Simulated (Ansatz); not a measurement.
Ionic part of the dielectric constant of ZnS at -1 GPa, mode by mode

These are results of DFT LDA, scalar-relativistic, plane waves, PAW in Ansatz 0.2.0, not measurements. Settings: 420 eV plane-wave cutoff, Γ-centred 10×10×10 mesh, fixed occupations. No spin polarisation. Phonons by linear response, acoustic sum rule imposed.

It takes space group F-43m (No. 216, cubic). The conventional cell has a = 5.317 Å, b = 5.317 Å, c = 5.317 Å, α = 90.00°, β = 90.00°, γ = 90.00°. Zn (site symmetry -43m) is surrounded by 4 S at 2.30 Å. S (site symmetry -43m) has 4 Zn at 2.30 Å as nearest neighbours.

The primitive cell has V = 37.59 Å³ and ε∞,yy = 6.189. Each polar mode adds Δε = (4.92064×10⁷/V)·S/ν² along y, with S its oscillator strength in e²/amu, ν in cm⁻¹ and V in Å³.

Question: From these modes, find each Δε and ε0,yy.
```tsv
ν (cm⁻¹)	S_yy (e²/amu)
285.2	0.1713
```

Answer:
```
ν (cm⁻¹)    Δε
   285.2  2.76
```

The sum is 2.757, so ε0,yy = 8.95; the run's tensor has 8.95.

Question: Where do the longitudinal modes lie for a wave vector along y?

Answer: At 343 cm⁻¹. The Lyddane–Sachs–Teller product Π(ν_LO/ν_TO)² = 1.45 matches ε0/ε∞ = 1.45.

Cost: 1 run of about 0.58 core-minutes, on Intel Xeon 6975P-C (Granite Rapids) (shared hosts).

The static response of ZnS is mainly electronic: the lattice adds 2.76 to an ε∞ of 6.189. With two atoms in the primitive cell, a single triply degenerate optical mode carries the whole ionic part, as zinc and sulfur move against each other. Its oscillator strength, taken with the reduced mass, implies a Born charge close to the formal ionic charge. That doesn't make the bond fully ionic, since the dynamical charge also includes electron transfer as the bond length changes. The macroscopic field of this charge, screened by the electrons, lifts the longitudinal mode from 285.2 to 343 cm⁻¹.

The electronic constant is larger than the measured one for zinc blende ZnS, probably because LDA makes the gap too small and the electrons too polarisable. Such overscreening would also weaken the longitudinal–transverse splitting, so the agreement with the Lyddane–Sachs–Teller relation shows internal consistency rather than accuracy. A single pressure can't show how far tension softens the mode or raises the ionic response.
